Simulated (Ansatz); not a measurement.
# NaI: the change of pressure with volume scale

Results calculated with Ansatz 0.2.0, not measured. Periodic Kohn-Sham DFT of a crystal at fixed atoms, scaled to volume_scale times the given cell; pressure positive in compression, energy less spherical unpolarised free atoms, largest_vzz the field gradient of largest size among the nuclei.

The cell before it is scaled or strained (space group Fm-3m, No. 225):
```
CELL_PARAMETERS angstrom
0.00000 3.23640 3.23640
3.23640 0.00000 3.23640
3.23640 3.23640 0.00000
ATOMIC_POSITIONS crystal
Na 0.00000 0.00000 0.00000
I 0.50000 0.50000 0.50000
```

Settings of every row: method frozen-core PAW; functional PBE; relativity scalar; k mesh 8x8x8; filling fermi-dirac; smearing width 0.02 eV; wave cutoff 420 eV; paw set soft_2.

Atom start moment: 0 on all atoms.

Limits: no spin-orbit coupling on heavy atoms.

```csv
row,volume scale,V (Å³/atom),pressure (GPa)
1,0.9405,31.882,?
2,0.98,33.221,0.779
3,1,33.899,0.418
4,1.02,34.577,0.095
5,1.06,35.933,-0.453
```

Question: what pressure should row 1 give?

Worked fit of pressure. Take u = (V_r/V)^(2/3) − 1 with V_r = 34.238 Å³ an atom, which is twice the finite (Eulerian) strain; such expansions in the strain, on which the Birch-Murnaghan equation of state is built, carry the rest volume and the bulk modulus. The shown rows have u = 0.02031, 0.00666, -0.00655, -0.0317. Least squares give pressure = 0.2521 + 24.493 × u + 71.05 × u² GPa; a straight line predicts inner rows, each left out in turn, worse (root mean square 0.03 against 0.00075 GPa). All shown rows lie on it to the printed digit. The pressure vanishes at u = -0.0106, or V = 34.79 Å³ an atom, and there the bulk modulus at fixed shape and fractions is B = −V dP/dV = (2/3)(1 + u) dP/du = 15.2 GPa. The withheld row has u = 0.04868, so the fit gives 0.2521 + 24.493 × (0.04868) + 71.05 × (0.04868)² = 1.613 GPa.

The calculation gave 1.623 GPa. The fit lies 0.010 GPa (0.48 % of the column's range) below it; its largest miss of a shown row is 0.000 GPa. This row lies beyond the range of the fit.
